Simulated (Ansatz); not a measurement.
# W (Tungsten): the cost of one run

Method: DFT, PBE, plane-wave PAW, default files, scalar-relativistic, as far as a step names no other, in Ansatz 0.2.0.

## 1. The structure to begin with

Symmetry: Pm-3n, No. 223, cubic system. Conventional cell: a = 5.083 Å, b = 5.083 Å, c = 5.083 Å, α = 90.00°, β = 90.00°, γ = 90.00°. Around W (site symmetry m-3) lie 12 W at 2.84 Å. W (site symmetry -4m2) is surrounded by 6 W at 2.54 to 2.84 Å.

As a file:

```cif
data_structure
_symmetry_space_group_name_H-M 'P 1'
_symmetry_Int_Tables_number 1
_cell_length_a 5.0830
_cell_length_b 5.0830
_cell_length_c 5.0830
_cell_angle_alpha 90.000
_cell_angle_beta 90.000
_cell_angle_gamma 90.000
_cell_volume 131.33
loop_
_atom_site_label
_atom_site_type_symbol
_atom_site_fract_x
_atom_site_fract_y
_atom_site_fract_z
_atom_site_occupancy
W1 W 0.00000 0.00000 0.00000 1
W2 W 0.50000 0.50000 0.50000 1
W3 W 0.00000 0.50000 0.25000 1
W4 W 0.00000 0.50000 0.75000 1
W5 W 0.25000 0.00000 0.50000 1
W6 W 0.75000 0.00000 0.50000 1
W7 W 0.50000 0.75000 0.00000 1
W8 W 0.50000 0.25000 0.00000 1
```

The earlier run gave: no gap over 0.1 eV on the mesh, largest force 0.000 eV/Å, pressure -0.6 GPa.

Site by site (atoms counted from 1):

| site | atoms | first shell | V_zz (10²¹ V/m²) | η | C_Q (MHz) |
| --- | --- | --- | --- | --- | --- |
| W1 | 1, 2 | 12 W at 2.84 Å | 0.00 | – | – |
| W3 | 3, 4, 5, 6, … | 14 W at 2.54–3.11 Å | -6.40 | 0.00 | – |

V_zz is the principal component of the electric field gradient with the largest magnitude, η = (V_xx − V_yy)/V_zz and C_Q = eQV_zz/h. Quadrupole moments are those of Pyykkö's year-2017 table. A dash under C_Q marks elements without a common quadrupolar isotope.

## 2. Z stretched by +2 %, ions relaxed

input.yaml reads:

```yaml
crystal:
  lattice:
    - [5.083, 0.0, 0.0]
    - [0.0, 5.083, 0.0]
    - [0.0, 0.0, 5.18466]
  atoms:
    - { symbol: W, position: [0.0, 0.0, 0.0] }
    - { symbol: W, position: [0.5, 0.5, 0.5] }
    - { symbol: W, position: [0.0, 0.5, 0.25] }
    - { symbol: W, position: [0.0, 0.5, 0.75] }
    - { symbol: W, position: [0.25, 0.0, 0.5] }
    - { symbol: W, position: [0.75, 0.0, 0.5] }
    - { symbol: W, position: [0.5, 0.75, 0.0] }
    - { symbol: W, position: [0.5, 0.25, 0.0] }
kpoints:
  mp_grid: { grid: [9, 9, 9] }
scf:
  occupations: { method: fermi_dirac, width: 0.05 }
hamiltonian:
  xc: pbe
  pseudopotentials: { kind: paw }
output:
  forces: true
  stress: true
  populations: true
  efg: { contact_densities: true }
  write_density: true
  write_potential: true
  elf: true
  volumetric_format: npy
relax:
  f_tol: 0.02
  max_steps: 60
```

Command:

```console
$ ansatz run input.yaml --threads 1 --pin off --max-ram 3072MiB --backend cpu --events-out ev --progress --plain --runs-dir out
```

Q: Estimate wall time and peak memory on 1 thread of Intel Xeon 6975P-C (Granite Rapids), shared host.

About 46 s, with a peak of 0.83 GiB.
